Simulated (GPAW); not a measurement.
The system is PtS2.

```xyz
3
Lattice="3.5432 0.0000 0.0000 -1.7716 3.0685 0.0000 0.0000 0.0000 5.0388" Properties=species:S:1:pos:R:3 pbc="T T T"
Pt    0.0000    0.0000    0.0000
S     1.7716    1.0228    3.8950
S     0.0000    2.0457    1.1438
```

```yaml
Program: GPAW 26.7.0
Task: relaxation of cell and atoms
Functional: PBEsol
Dispersion: D3(BJ)+ATM
Potentials_or_basis: PAW data sets generated in the run's folder for this functional
Cutoff: 600 eV
Basis: pw
k_mesh: 6 × 6 × 4
Occupations: fermi-dirac, width 0.05 eV
Spin: no spin polarisation
```

At the start: pressure 3.7 GPa; volume 18.26 Å³/atom.

Q: Where does the relaxation end?

A: Over 14 steps the energy falls by 50.3 meV/atom and the volume is 16.30 Å³/atom (-10.7 %); space group P-3m1 (No. 164, to 0.05 Å).

The path:
| step | energy change (eV) | largest force (eV/Å) | pressure (GPa) | volume (Å³) |
| --- | --- | --- | --- | --- |
| 1 | 0.0000 | 0.9851 | 3.69 | 54.78 |
| 2 | -0.0293 | 0.6985 | 1.50 | 55.11 |
| 3 | -0.0552 | 0.1915 | -2.07 | 55.54 |
| 4 | -0.0594 | 0.1100 | -2.43 | 55.41 |
| 5 | -0.0754 | 0.1245 | -2.71 | 54.38 |
| 6 | -0.0843 | 0.1688 | -1.75 | 53.30 |
| 7 | -0.0901 | 0.0911 | -0.21 | 52.38 |
| 8 | -0.0941 | 0.0076 | 0.83 | 51.90 |
| 9 | -0.1016 | 0.1535 | 2.13 | 51.20 |
| 10 | -0.1157 | 0.3232 | 3.54 | 50.02 |
| 11 | -0.1339 | 0.3929 | 4.12 | 48.52 |
| 12 | -0.1451 | 0.2712 | 2.28 | 48.55 |
| 13 | -0.1507 | 0.0744 | 0.22 | 49.01 |
| 14 | -0.1510 | 0.0010 | 0.01 | 48.91 |

Final structure:
```
Pt S
1.0
     3.56457    0.00000    0.00000
    -1.78228    3.08701    0.00000
     0.00000    0.00000    4.44472
Pt S
1 2
Direct
  0.00000 0.00000 0.00000
  0.66667 0.33333 0.73241
  0.33333 0.66667 0.26759
```

Caveat: later steps reuse the first step's grids; pairwise dispersion overbinds metals, which lowers pressure and volume.
